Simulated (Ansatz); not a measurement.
## Ga: pressure and largest V_zz against volume scale

All results are calculated (Ansatz 0.2.0). Periodic Kohn-Sham DFT of a crystal at fixed atoms, scaled to volume_scale times the given cell; pressure positive in compression, energy less spherical unpolarised free atoms, largest_vzz the field gradient of largest size among the nuclei.

The cell before it is scaled or strained (space group Cmce, No. 64):
```
cell vectors (Å)
   2.2553    -3.8224     0.0000
   2.2553     3.8224     0.0000
   0.0000     0.0000     4.5167
atoms (fractions of the cell vectors)
Ga  0.15250  0.84750  0.07850
Ga  0.65250  0.34750  0.42150
Ga  0.84750  0.15250  0.92150
Ga  0.34750  0.65250  0.57850
```

Settings of every row: method all-electron PAW; functional PBE; relativity scalar; k mesh 9x9x8; filling fermi-dirac; smearing width 0.05 eV; nucleus gaussian.

Atom start moment: 0 on all atoms.

Limits: no gap: field gradients move with the k mesh.

```
row  volume scale  V (Å³/atom)  pressure (GPa)  largest V_zz (1e21 V/m^2)
  1          0.94         18.3            6.69                     -5.837
  2          0.96       18.691           5.048                      -5.71
  3          0.98       19.079           3.596                     -5.584
  4          0.99       19.275           2.933                     -5.522
  5          1.01       19.664               ?                          ?
  6          1.02       19.859           1.153                     -5.339
  7          1.04       20.248           0.131                     -5.218
  8          1.06       20.637           -0.77                       -5.1
```

Question: what pressure and largest V_zz should row 5 give?

Worked fit of pressure. Take u = (V_r/V)^(2/3) − 1 with V_r = 19.275 Å³ an atom, which is twice the finite (Eulerian) strain; such expansions in the strain, on which the Birch-Murnaghan equation of state is built, carry the rest volume and the bulk modulus. The shown rows have u = 0.03521, 0.02072, 0.00684, 0, -0.0197, -0.0323, -0.0445. Least squares give pressure = 2.9298 + 96.262 × u + 296.28 × u² GPa; a straight line predicts inner rows, each left out in turn, worse (root mean square 0.16 against 0.0058 GPa). The rows lie off it by 0.004, -0.004, -0.006, 0.003, 0.005, 0.001, -0.003 (root mean square 0.004 GPa). The pressure vanishes at u = -0.0340, or V = 20.3 Å³ an atom, and there the bulk modulus at fixed shape and fractions is B = −V dP/dV = (2/3)(1 + u) dP/du = 49 GPa. Letting shape and atoms relax would as a rule lower it, by much in layered, chain or molecular crystals. The withheld row has u = -0.01323, so the fit gives 2.9298 + 96.262 × (-0.01323) + 296.28 × (-0.01323)² = 1.708 GPa.

The calculation gave 1.713 GPa. The fit lies 0.005 GPa (0.067 % of the column's range) below it; its largest miss of a shown row is 0.006 GPa.

Worked fit of largest V_zz. Take t = volume scale − 1. The shown rows have t = -0.06, -0.04, -0.02, -0.01, 0.02, 0.04, 0.06. Least squares give largest V_zz = −5.4605 + 6.143 × t − 2.22 × t² 1e21 V/m^2; a straight line predicts inner rows, each left out in turn, worse (root mean square 0.0027 against 0.00044 1e21 V/m^2). All shown rows lie on it to the printed digit. The withheld row has t = 0.01, so the fit gives −5.4605 + 6.143 × (0.01) − 2.22 × (0.01)² = -5.399 1e21 V/m^2.

The calculation gave -5.4 1e21 V/m^2. The fit lies 0.001 1e21 V/m^2 (0.14 % of the column's range) above it, one unit of the last digit.
